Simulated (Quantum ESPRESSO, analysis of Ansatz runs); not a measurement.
# Migration in In2O3 (R-3c): V_O hop (2.8 Å), charge +2 (Quantum ESPRESSO), part 2 of 3

How high is the barrier when O changes place in In2O3 (R-3c)? The case: V_O hop (2.8 Å), charge +2, in a cell of 80 host atoms with 1 O taken out.

Quantum ESPRESSO 7.5; Quantum ESPRESSO plane-wave DFT, PBEsol, GBRV 1.5 PBEsol potentials; nudged elastic band between two relaxed defect structures at fixed charge in a uniform background.

So far: The starting structure; Relaxation of the start point, charge +2.

## (3) Relaxation of the end point, charge +2

Level of this step: Quantum ESPRESSO plane-wave DFT, PBEsol, GBRV 1.5 PBEsol potentials; relaxation of all atoms of a defect supercell at fixed charge in a uniform background (Quantum ESPRESSO).

The end point is relaxed in the same cell and settings, so that the two energies compare. Atoms more than 3.2 Å from the middle of the hop start where the first relaxation left them, the nearer ones on or close to their ideal places, with small random displacements.

pw.in reads:

```
&CONTROL
  calculation = 'relax'
  prefix = 'pwscf'
  outdir = './tmp'
  pseudo_dir = './pseudo'
  tprnfor = .true.
  disk_io = 'low'
  nstep = 70
  forc_conv_thr = 0.0012
  etot_conv_thr = 0.0001
/
&SYSTEM
  ibrav = 0
  nat = 79
  ntyp = 2
  ecutwfc = 36
  ecutrho = 288
  nbnd = 352
  occupations = 'fixed'
  tot_charge = 2
  nosym = .true.
/
&ELECTRONS
  conv_thr = 8d-08
  electron_maxstep = 100
  mixing_beta = 0.5
/
&IONS
  ion_dynamics = 'bfgs'
/
ATOMIC_SPECIES
In   114.8180 in_pbesol_v1.4.uspp.F.UPF
O     15.9990 o_pbesol_v1.2.uspp.F.UPF
CELL_PARAMETERS angstrom
   5.4978746316    3.1741994784    9.6511628677
  -5.4978746316    3.1741994784    9.6511628677
   0.0000000000   -6.3483987569    9.6511628675
ATOMIC_POSITIONS crystal
In     0.3197641477    0.3217767324    0.3266894504
In     0.4303573967    0.4294750513    0.4284920713
[... 3 atom lines left out ...]
O      0.3754686887    0.2261214373    0.0227259333
[... 4 atom lines left out ...]
In     0.3213675634    0.3201850920    0.8219662762
In     0.4287493001    0.4287554606    0.9297128151
[... 5 atom lines left out ...]
O      0.4794240845    0.1308009665    0.7716675649
O      0.2740754217    0.4767246424    0.6246616913
[... 4 atom lines left out ...]
In     0.0704926393    0.5713121216    0.0706989560
[... 8 atom lines left out ...]
In     0.1783588353    0.6780169625    0.6793449224
[... 2 atom lines left out ...]
O      0.3757158540    0.7260017519    0.5229826368
O      0.5228999468    0.3758794387    0.7269849295
O      0.4770700613    0.6239566792    0.7734171530
[... 20 atom lines left out ...]
O      0.6235045879    0.2769024232    0.9661469901
[... 13 atom lines left out ...]
In     0.5702641517    0.5720730016    0.5713158322
[... 5 atom lines left out ...]
O      0.6251047850    0.7736136658    0.9759388106
K_POINTS gamma
```

On the command line:

```bash
$ OMP_NUM_THREADS=1 mpirun -n 8 pw.x -in pw.in > pw.out
```

Output:

```text
[shortened: banners, details of potentials and solvers, and blank lines are left out]
[banner, memory and clock lines left out]
     gamma-point specific algorithms are used
     one sub-group per band group will be used
     bravais-lattice index     =            0
     lattice parameter (alat)  =      21.8300  a.u.
     unit-cell volume          =    6819.5628 (a.u.)^3
     number of atoms/cell      =           79
     number of atomic types    =            2
     number of electrons       =       696.00
     number of Kohn-Sham states=          352
     kinetic-energy cutoff     =      36.0000  Ry
     charge density cutoff     =     288.0000  Ry
     scf convergence threshold =      8.0E-08
     mixing beta               =       0.5000
     number of iterations used =            8  plain     mixing
     energy convergence thresh.=      1.0E-04
     force convergence thresh. =      1.2E-03
     Exchange-correlation= SLA  PW   PSX  PSC
                           (   1   4  10   8   0   0   0)
     nstep                     =           70
     crystal axes: (cart. coord. in units of alat)
               a(1) = (   0.475927   0.274777   0.835459 )
               a(2) = (  -0.475927   0.274777   0.835459 )
               a(3) = (   0.000000  -0.549553   0.835459 )
     PseudoPot. # 1 for In read from file:
     in_pbesol_v1.4.uspp.F.UPF
     Pseudo is Ultrasoft + core correction, Zval = 13.0
[...]
PseudoPot. # 2 for O  read from file:
     o_pbesol_v1.2.uspp.F.UPF
     Pseudo is Ultrasoft + core correction, Zval =  6.0
[...]
atomic species   valence    mass     pseudopotential
     In               13.00   114.81800     In( 1.00)
     O                 6.00    15.99900     O ( 1.00)
     No symmetry found
     site n.     atom                  positions (alat units)
         1        In     tau(   1) = (  -0.0009578  -0.0032528   0.8089166  )
         2        In     tau(   2) = (   0.0004199   0.0007827   1.0763421  )
         3        In     tau(   3) = (   0.0001458  -0.0008307   0.4498989  )
         4        In     tau(   4) = (  -0.0010925  -0.0008806   0.1783069  )
         5        O      tau(   5) = (  -0.1676318  -0.0149909   0.5223669  )
         6        O      tau(   6) = (   0.0710784   0.1528137   0.5215904  )
         7        O      tau(   7) = (   0.0967640  -0.1369616   0.5227146  )
         8        O      tau(   8) = (   0.1633359   0.0201014   0.7300299  )
[...]
number of k points=     1
                       cart. coord. in units 2pi/alat
        k(    1) = (   0.0000000   0.0000000   0.0000000), wk =   2.0000000
     Dense  grid:   281435 G-vectors     FFT dimensions: ( 120, 120, 120)
     Smooth grid:    99485 G-vectors     FFT dimensions: (  90,  90,  90)
     starting charge     649.9999, renormalised to     696.0000
     Self-consistent Calculation
     iteration #  1     ecut=    36.00 Ry     beta= 0.50
     total energy              =   -5768.86351784 Ry
     estimated scf accuracy    <      38.17225003 Ry
     iteration #  2     ecut=    36.00 Ry     beta= 0.50
     total energy              =   -5779.08320556 Ry
     estimated scf accuracy    <       5.90772231 Ry
     iteration #  3     ecut=    36.00 Ry     beta= 0.50
     total energy              =   -5780.16495863 Ry
     estimated scf accuracy    <       1.17293552 Ry
[...]
estimated scf accuracy    <       0.00058702 Ry
     iteration # 10     ecut=    36.00 Ry     beta= 0.50
     total energy              =   -5780.37106013 Ry
     estimated scf accuracy    <       0.00008180 Ry
[... 126 further cycles ...]
     iteration #  7     ecut=    36.00 Ry     beta= 0.50
     total energy              =   -5780.50328103 Ry
     estimated scf accuracy    <          2.4E-09 Ry
     iteration #  8     ecut=    36.00 Ry     beta= 0.50
     End of self-consistent calculation
          k = 0.0000 0.0000 0.0000 ( 12405 PWs)   bands (ev):
    -8.7978  -8.4249  -8.3676  -8.3420  -8.3277  -8.3107  -8.2538  -8.2110
    -8.2086  -8.1962  -8.1931  -8.1543  -8.0894  -8.0751  -8.0703  -8.0525
    -7.9378  -7.9321  -7.9007  -7.8828  -7.8651  -7.8565  -7.8358  -7.8143
    -7.7985  -7.7974  -7.7925  -7.7850  -7.7720  -7.7662  -7.7502  -7.7410
    -7.7240  -7.7177  -7.7113  -7.7039  -7.6879  -7.6872  -7.6764  -7.6712
    -7.6703  -7.6267  -7.6242  -7.5914  -7.5549  -7.5163  -7.5102  -3.7160
    -3.7120  -3.6589  -3.6422  -3.6309  -3.6264  -3.6185  -3.6046  -3.5941
    -3.5657  -3.5464  -3.5375  -3.5123  -3.5121  -3.4927  -3.4800  -3.4725
[...]
highest occupied, lowest unoccupied level (ev):     8.8022    9.7097
!    total energy              =   -5780.50328103 Ry
     estimated scf accuracy    <          4.9E-10 Ry
     The total energy is the sum of the following terms:
     one-electron contribution =   -1447.12795595 Ry
     hartree contribution      =    1325.15023618 Ry
     xc contribution           =   -1539.27011792 Ry
     ewald contribution        =   -4119.25544333 Ry
     convergence has been achieved in   8 iterations
     Forces acting on atoms (cartesian axes, Ry/au):
     atom    1 type  1   force =     0.00007985    0.00022776    0.00000174
     atom    2 type  1   force =     0.00034942   -0.00015000    0.00033579
     atom    3 type  1   force =     0.00072449   -0.00025811   -0.00020741
     atom    4 type  1   force =     0.00020147   -0.00042397   -0.00004634
     atom    5 type  2   force =    -0.00019837   -0.00048004    0.00053882
     atom    6 type  2   force =     0.00050616   -0.00013038    0.00048403
     atom    7 type  2   force =     0.00011793    0.00007563   -0.00004081
     atom    8 type  2   force =    -0.00012205   -0.00051516   -0.00023752
[...]
Total force =     0.006664     Total SCF correction =     0.000074
     Energy error            =      1.0E-04 Ry
     Gradient error          =      1.1E-03 Ry/Bohr
     number of scf cycles    =  16
     number of bfgs steps    =  15
     energy             old  =   -5780.5031809419 Ry
     energy             new  =   -5780.5032810270 Ry
     CASE: energy            _new < energy            _old
     new trust radius        =       0.0056968382 bohr
     new conv_thr            =       0.0000000008 Ry
ATOMIC_POSITIONS (crystal)
In               0.3207734326        0.3216445687        0.3209224683
In               0.4286221995        0.4293661681        0.4285363194
In               0.1781423086        0.1822973186        0.1780796969
In               0.0725433714        0.0727819398        0.0701080797
O                0.0223288784        0.3774653144        0.2270381930
O                0.3712911554        0.2386731928        0.0171015095
O                0.2267638374        0.0236794194        0.3732758676
O                0.4755346758        0.1270037590        0.2701557996
[...]
Self-consistent Calculation
     iteration #  1     ecut=    36.00 Ry     beta= 0.50
     total energy              =   -5780.50333536 Ry
     estimated scf accuracy    <       0.00004306 Ry
     iteration #  2     ecut=    36.00 Ry     beta= 0.50
     total energy              =   -5780.50334087 Ry
     estimated scf accuracy    <       0.00001236 Ry
     iteration #  3     ecut=    36.00 Ry     beta= 0.50
     total energy              =   -5780.50334355 Ry
     estimated scf accuracy    <       0.00000250 Ry
[...]
estimated scf accuracy    <       0.00000008 Ry
     iteration #  6     ecut=    36.00 Ry     beta= 0.50
     total energy              =   -5780.50334395 Ry
     estimated scf accuracy    <          7.8E-09 Ry
     iteration #  7     ecut=    36.00 Ry     beta= 0.50
     total energy              =   -5780.50334395 Ry
     estimated scf accuracy    <          1.1E-09 Ry
     iteration #  8     ecut=    36.00 Ry     beta= 0.50
     End of self-consistent calculation
          k = 0.0000 0.0000 0.0000 ( 12405 PWs)   bands (ev):
    -8.7976  -8.4236  -8.3670  -8.3429  -8.3290  -8.3097  -8.2530  -8.2107
    -8.2081  -8.1969  -8.1930  -8.1543  -8.0886  -8.0726  -8.0695  -8.0518
    -7.9375  -7.9315  -7.9005  -7.8831  -7.8627  -7.8574  -7.8364  -7.8142
    -7.7980  -7.7958  -7.7918  -7.7840  -7.7719  -7.7666  -7.7517  -7.7425
    -7.7239  -7.7180  -7.7130  -7.7037  -7.6897  -7.6877  -7.6763  -7.6727
    -7.6712  -7.6274  -7.6255  -7.5929  -7.5547  -7.5169  -7.5115  -3.7131
    -3.7093  -3.6564  -3.6398  -3.6284  -3.6240  -3.6174  -3.6030  -3.5938
    -3.5632  -3.5465  -3.5350  -3.5126  -3.5117  -3.4928  -3.4802  -3.4725
[...]
highest occupied, lowest unoccupied level (ev):     8.8012    9.7104
!    total energy              =   -5780.50334395 Ry
     estimated scf accuracy    <          2.3E-10 Ry
     The total energy is the sum of the following terms:
     one-electron contribution =   -1447.22127683 Ry
     hartree contribution      =    1325.19710516 Ry
     xc contribution           =   -1539.27066905 Ry
     ewald contribution        =   -4119.20850323 Ry
     convergence has been achieved in   8 iterations
     Forces acting on atoms (cartesian axes, Ry/au):
     atom    1 type  1   force =     0.00019469    0.00000350    0.00006282
     atom    2 type  1   force =     0.00051970    0.00008445    0.00027308
     atom    3 type  1   force =     0.00023792   -0.00014572    0.00005376
     atom    4 type  1   force =    -0.00007517   -0.00020589   -0.00001547
     atom    5 type  2   force =    -0.00002267   -0.00059214    0.00039634
     atom    6 type  2   force =     0.00036013    0.00010700    0.00024763
     atom    7 type  2   force =    -0.00001676   -0.00018129    0.00012601
     atom    8 type  2   force =    -0.00003754   -0.00037974    0.00000721
[...]
Total force =     0.005094     Total SCF correction =     0.000051
     Energy error            =      6.3E-05 Ry
     Gradient error          =      1.0E-03 Ry/Bohr
     bfgs converged in  17 scf cycles and  16 bfgs steps
     (criteria: energy <  1.0E-04 Ry, force <  1.2E-03 Ry/Bohr)
     End of BFGS Geometry Optimization
     Final energy             =   -5780.5033439516 Ry
Begin final coordinates
ATOMIC_POSITIONS (crystal)
In               0.3207734326        0.3216445687        0.3209224683
In               0.4286221995        0.4293661681        0.4285363194
In               0.1781423086        0.1822973186        0.1780796969
In               0.0725433714        0.0727819398        0.0701080797
O                0.0223288784        0.3774653144        0.2270381930
O                0.3712911554        0.2386731928        0.0171015095
O                0.2267638374        0.0236794194        0.3732758676
O                0.4755346758        0.1270037590        0.2701557996
[...]
End final coordinates
```

Run time: 9.1 min. Hardware: 8 MPI ranks of Arm Neoverse V2, shared host; peak memory 2 GiB.

Step by step:

```tsv
step	energy less that of the first step (eV)
0	0.0000
1	-0.6865
2	-1.1274
3	-1.4682
4	-1.5693
5	-1.6563
6	-1.6951
7	-1.7254
8	-1.7494
9	-1.7686
10	-1.7809
11	-1.7880
12	-1.7924
13	-1.7953
14	-1.7974
15	-1.7987
16	-1.7996
```

The atoms that moved most (Å):

```tsv
atom	dx	dy	dz	length
In33	-0.119	0.183	-0.130	0.254
In24	-0.111	-0.173	0.149	0.254
In53	-0.194	-0.013	0.146	0.243
O59	0.119	-0.068	0.093	0.165
In11	0.119	0.021	-0.107	0.162
In12	0.127	-0.001	0.101	0.162
O20	0.005	0.132	0.088	0.159
O69	0.080	-0.060	-0.110	0.149
```

Neighbours of O37 at the end:

```tsv
atom	distance (Å)
In73	2.141
In53	2.202
In11	2.205
In12	2.248
O6	2.698
O38	2.855
O18	2.974
O19	2.987
```

Numbers from this step:

```yaml
highest_filled_level: 8.801 eV
lowest_empty_level: 9.710 eV
r_m_s_move_of_the_farther_half_of_the_atoms: 0.03715 Å
largest_move_from_the_ideal_geometry_of_this_structure_a_common_shift_of_the_far_atoms_taken_out: 0.2534 Å
```

The relaxation gained 1.800 eV and ended with a largest force component of 0.026 eV/Å. The end lies within 1 meV of the start.

[end of part 2 of 3]

[Logs are printed without paths, hosts, clocks, repeated set-up lines and the standing remarks that a program may print on its own settings, such as how far it seeks lower states.]

[Hosts, paths, dates, database ids (printed as entryN), source tags and the programs' standing remarks are cut or masked in the printed files.]
